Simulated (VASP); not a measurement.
A run of VASP 6.6.1 is set up as follows.

File INCAR:

```
PREC = Accurate ; ENCUT = 600
EDIFF = 1E-8 ; ISMEAR = 0
SIGMA = 0.03 ; LREAL = F
LASPH = T ; NELM = 80
ALGO = Normal ; ISIF = 2
LWAVE = F ; LCHARG = F
GGA = CA ; LEPSILON = T
```

The input KPOINTS:

```
regular mesh
0
Monkhorst-Pack
  16 16 16
```

The input POSCAR:

```
NaF                                     
1.0
    0.0000000000      2.2494952872      2.2494952872
    2.2494952872      0.0000000000      2.2494952872
    2.2494952872      2.2494952872      0.0000000000
  Na              F             
     1     1
Direct
     0.0000000000000000    0.0000000000000000    1.0000000000000000
     0.5000000000000000    0.5000000000000000    0.5000000000000000
```

Potentials or basis: VASP PAW LDA potentials, release 64 (Na_pv, F).

Command:

```bash
$ cat potpaw_LDA.64/Na_pv/POTCAR potpaw_LDA.64/F/POTCAR > POTCAR
$ mpirun -np 1 vasp_std > vasp.out
```

(1) Predict the electronic dielectric tensor (diagonal).

(2) Predict the Born charges (mean of the diagonal).

Results:

(1) 1.92.

(2) Na +0.99; F -0.99 e.
